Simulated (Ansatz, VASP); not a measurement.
# Cs: VASP beside Ansatz

Contents of INCAR:

```
SYSTEM = Cs
PREC = Accurate
ENCUT = 520
EDIFF = 1E-7
ISMEAR = -1
SIGMA = 0.1
LREAL = .FALSE.
LASPH = .TRUE.
NELM = 80
ALGO = Normal
ISIF = 2
LWAVE = .FALSE.
LCHARG = .FALSE.
NBANDS = 10
```

KPOINTS

```
Automatic mesh
0
G
  10 10 10
  0 0 0
```

The input POSCAR:

```
Cs
1.0
    0.0000000000      2.9771768076      2.9771768076
    2.9771768076      0.0000000000      2.9771768076
    2.9771768076      2.9771768076      0.0000000000
Cs
1
Direct
    0.0000000000      0.0000000000      0.0000000000
```

Input for Ansatz:

```yaml
crystal:
  lattice:
    - [0.0, 2.9771768076, 2.9771768076]
    - [2.9771768076, 0.0, 2.9771768076]
    - [2.9771768076, 2.9771768076, 0.0]
  atoms:
    - { symbol: Cs, position: [0.0, 0.0, 0.0] }
kpoints:
  mp_grid: { grid: [10, 10, 10] }
scf:
  occupations: { method: fermi_dirac, width: 0.1 }
hamiltonian:
  xc: lda
  pseudopotentials: { kind: all_electron, lapw: { basis_error: 0.001 } }
output:
  forces: true
  stress: true
  eigenvalues: true
  populations: true
```

Change from the starting cell: volume scaled by 0.55, LAPW.

Alike in both runs: task single point; functional LDA; k mesh 10 × 10 × 10; occupations fermi-dirac, width 0.1 eV; no spin polarisation.

```csv
,VASP,Ansatz
version,VASP 6.6.1,Ansatz 0.2.0
potentials or method,"VASP PAW LDA potentials, release 64 (Cs_sv)","all-electron LAPW, scalar-relativistic"
plane-wave cutoff (eV),520,see its input
```

|  | VASP | Ansatz | Ansatz less VASP |
| --- | --- | --- | --- |
| pressure (GPa) | 2.9 | 3.0 | +0.01 |

Ansatz ran all-electron here, so the differences hold the error of VASP's frozen core and of both bases.

The runs have no spin-orbit coupling, so splittings on Cs are missing.
